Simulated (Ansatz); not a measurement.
Crystal: Ga.

```
CELL_PARAMETERS angstrom
3.81696 -2.32663 0.00000
3.81696 2.32663 0.00000
0.00000 0.00000 4.48825
ATOMIC_POSITIONS crystal
Ga 0.66555 0.00969 0.25000
Ga 0.00969 0.66555 0.75000
Ga 0.33445 0.99031 0.75000
Ga 0.99031 0.33445 0.25000
```

This isn't the form of Ga at room conditions, which is orthorhombic.

Base run:

```yaml
Program: Ansatz 0.2.0
Functional: PBEsol
Potentials_or_basis: all-electron LAPW, scalar-relativistic
Cutoff: 289 eV
Density_cutoff: 1154 eV
Basis_error_allowed: 0.002 eV/atom
k_mesh: 7 × 7 × 6
Occupations: fermi-dirac, width 0.05 eV
Spin: no spin polarisation
```

Its results: pressure -0.1 GPa; largest force 0.030 eV/Å.

The run is repeated on the same cell with these changes: functional from PBEsol to LDA. What comes out?

Pressure -2.2 GPa; largest force 0.043 eV/Å.

LDA binds more tightly than PBEsol, so the same cell stands under less pressure.

Not every run made on this cell is shown here.
